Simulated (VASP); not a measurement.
Here is a VASP 6.6.1 calculation.

The input INCAR:

```
SYSTEM = H
PREC = Accurate
ENCUT = 400
EDIFF = 1E-7
ISMEAR = 0
SIGMA = 0.01
LREAL = .False.
LASPH = .True.
NELM = 80
ALGO = Normal
ISIF = 2
LWAVE = .False.
LCHARG = .False.
GGA = PE
IVDW = 12
IBRION = 2
NSW = 120
EDIFFG = -0.03
ISYM = 0
```

File KPOINTS:

```
Automatic mesh
0
Gamma
  1 1 1
  0 0 0
```

The input POSCAR:

```
H
1.0
   11.1715072411      0.0000000000      0.0000000000
    0.0000000000     11.6715072411      0.0000000000
    0.0000000000      0.0000000000     12.1715072411
H
2
Selective dynamics
Direct
    0.5029840056      0.4878045315      0.5275852131  F F F
    0.4970159944      0.5207633422      0.4724147869  T T T
```

Potentials or basis: VASP PAW PBE potentials, release 64 (H).

Run with:

```sh
$ cat potpaw_PBE.64/H/POTCAR > POTCAR
$ mpirun -np 1 vasp_gam > vasp.out
```

(1) What does it give for the energy gained by relaxing?

(2) What does it give for the dispersion energy per atom?

Answers

(1) 5.5 meV/atom.

(2) -0.001 eV.
